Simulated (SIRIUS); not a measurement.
The system is AlNi.

```
CELL_PARAMETERS angstrom
2.88100 0.00000 0.00000
0.00000 2.88100 0.00000
0.00000 0.00000 2.88100
ATOMIC_POSITIONS crystal
Ni 0.50000 0.50000 0.50000
Al 0.00000 0.00000 0.00000
```

Program: SIRIUS 7.12.0. Alike in all runs: task single point; potentials or basis PseudoDojo 0.4.1 PBE standard (scalar relativistic); cell as given; cutoff (eV) 1333; smearing fermi-dirac 0.05 eV; the mesh is coarse, so values aren't converged.

Question: Order these runs on this cell by their pressure, lowest first.
A. level HCTH407; spin collinear, ferromagnetic start; k mesh 5 × 5 × 5; libxc names ["XC_GGA_XC_HCTH_407"]; mixing beta 0.5
B. level revPBE; spin collinear, ferromagnetic start; k mesh 5 × 5 × 5; libxc names ["XC_GGA_X_PBE_R", "XC_GGA_C_PBE"]; mixing beta 0.5
C. level PBE; spin off; k mesh 4 × 4 × 4; libxc names ["XC_GGA_X_PBE", "XC_GGA_C_PBE"]; mixing beta 0.7
D. level PBE; spin collinear, ferromagnetic start; k mesh 5 × 5 × 5; libxc names ["XC_GGA_X_PBE", "XC_GGA_C_PBE"]; mixing beta 0.5

Answer: A (-4.2 GPa), C (1.0 GPa), D (2.6 GPa), B (4.5 GPa).

Caveats: all runs use coarse meshes; the potentials were made for another functional, which shifts forces and pressure (some runs); a moment of about a tenth of a μB was left, which can be a remnant of the start and isn't listed (some runs).
